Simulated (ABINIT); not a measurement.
The system is Si.

```
CELL_PARAMETERS angstrom
3.83132 0.00000 0.00000
-1.91566 3.31802 0.00000
0.00000 0.00000 6.33262
ATOMIC_POSITIONS crystal
Si 0.66667 0.33333 0.93699
Si 0.33333 0.66667 0.43699
Si 0.66667 0.33333 0.56301
Si 0.33333 0.66667 0.06301
```

This isn't the form of Si at room conditions, which is diamond.

- Program: ABINIT 10.8.3 (patched build)
- Task: relaxation of cell and atoms
- Functional: LDA
- Potentials or basis: PseudoDojo NC SR LDA v0.4.1 standard
- Cutoff: 435 eV
- k mesh: 6 × 6 × 3
- Occupations: fermi-dirac, width 0.05 eV
- Spin: no spin polarisation

At the start: pressure -2.3 GPa; volume 20.13 Å³/atom.

Where does the relaxation end?

Over 6 steps the energy falls by 3.8 meV/atom and the volume is 19.62 Å³/atom (-2.5 %); space group P6_3/mmc (No. 194, to 0.05 Å).

Step by step:
| step | energy change (eV) | largest force (eV/Å) | pressure (GPa) | volume (Å³) |
| --- | --- | --- | --- | --- |
| 1 | 0.0000 | 0.0203 | -2.34 | 80.50 |
| 2 | -0.0073 | 0.0126 | -1.71 | 79.93 |
| 3 | -0.0153 | 0.0056 | 0.06 | 78.41 |
| 4 | -0.0153 | 0.0030 | 0.00 | 78.46 |
| 5 | -0.0153 | 0.0016 | 0.00 | 78.46 |
| 6 | -0.0153 | 0.0003 | 0.00 | 78.46 |

Final structure:
```
Si
1.0
     3.79912    0.00000    0.00000
    -1.89956    3.29013    0.00000
     0.00000    0.00000    6.27703
Si
4
Direct
  0.66667 0.33333 0.93707
  0.33333 0.66667 0.43707
  0.66667 0.33333 0.56293
  0.33333 0.66667 0.06293
```
